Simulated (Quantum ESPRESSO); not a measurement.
## PtS2 in Quantum ESPRESSO: the effect of functional

Crystal: PtS2.

```
Pt S
1.0
     3.54320    0.00000    0.00000
    -1.77160    3.06850    0.00000
     0.00000    0.00000    5.03880
Pt S
1 2
Direct
  0.00000 0.00000 0.00000
  0.66667 0.33333 0.77300
  0.33333 0.66667 0.22700
```

Alike in all runs:

- Program: Quantum ESPRESSO 7.5
- Task: dielectric tensor
- Cutoff: 612 eV
- Density cutoff: 4898 eV
- k mesh: 8 × 8 × 4, shifted
- Occupations: fermi-dirac, width 0.05 eV
- Spin: no spin polarisation

One run gave: pressure 3.4 GPa; largest force 0.81 eV/Å; dielectric constant 16.16 mean. Which functional did it use?
A. AM05
B. WC
C. LDA
D. BLYP
E. PBE

C.

| functional | potentials or basis | pressure (GPa) | largest force (eV/Å) | dielectric constant (mean) |
| --- | --- | --- | --- | --- |
| LDA | GBRV 1.5 LDA | 3.4 | 0.81 | 16.16 |
| PBE | GBRV 1.5 PBE | 11.3 | 1.25 | 15.10 |
| PBEsol | GBRV 1.5 PBEsol | 6.0 | 0.94 | 15.76 |
| WC | GBRV 1.5 PBE | 7.1 | 1.08 | 15.82 |
| BLYP | GBRV 1.5 PBE | 19.3 | 1.86 | 14.90 |
| AM05 | GBRV 1.5 PBE | 6.1 | 0.80 | 15.53 |

Caveats: the cell is more than 3 GPa from zero pressure, which shifts response properties; the potentials were made for another functional, which shifts forces and pressure (some runs); forces of over 1 eV/Å show positions far from the minimum, so gaps and moduli don't describe the material at rest (some runs).

Not every run made on this cell is shown here.
